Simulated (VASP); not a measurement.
Te2Mo, 6 atoms in the cell. Symmetry: P6_3/mmc, No. 194, hexagonal system. The conventional cell has a = 3.496 Å, b = 3.496 Å, c = 13.695 Å, α = 90.00°, β = 90.00°, γ = 120.00°. Around Te (site symmetry 3m) lie 3 Mo at 2.72 Å. Mo (site symmetry -6m2) has 6 Te at 2.72 Å as nearest neighbours. 

```yaml
Program: VASP 6.6.1
Task: band structure
Functional: PBE-EpsX
Potentials_or_basis: VASP PAW PBE potentials, release 64 (Te, Mo_sv)
Cutoff: 520 eV
k_mesh: 6 × 6 × 2
Occupations: gaussian, width 0.03 eV
Spin: no spin polarisation
Grid_for_exact_exchange_PRECFOCK: Fast
Exchange_at_q_=_0: truncated
Share_of_exact_exchange: 0.0548
Further_INCAR_settings: ALGO = Normal; EDIFF = 1e-07; NBANDS = 35
```

Potentials or basis: VASP PAW PBE potentials, release 64 (Te, Mo_sv).

Launch:

```bash
$ cat potpaw_PBE.64/Te/POTCAR potpaw_PBE.64/Mo_sv/POTCAR > POTCAR
$ cp INCAR.step1 INCAR
$ cp KPOINTS.step1 KPOINTS
$ mpirun -np 4 vasp_std > vasp.out
$ cp INCAR.step2 INCAR
$ cp KPOINTS.step2 KPOINTS
$ mpirun -np 4 vasp_std > vasp.out
$ cp INCAR.step3 INCAR
$ cp KPOINTS.step3 KPOINTS
$ mpirun -np 4 vasp_std > vasp.out
```

Hardware: 4 MPI ranks on Intel(R) Xeon(R) Platinum 8488C (Sapphire Rapids) (shared host).

**Question.** How long does it take, and how much memory?

**Answer.** Wall time 66 min on 4 MPI ranks on Intel(R) Xeon(R) Platinum 8488C (Sapphire Rapids) (shared host), peak memory 0.68 GiB a rank. Counts: scf iterations 25, k points 14.
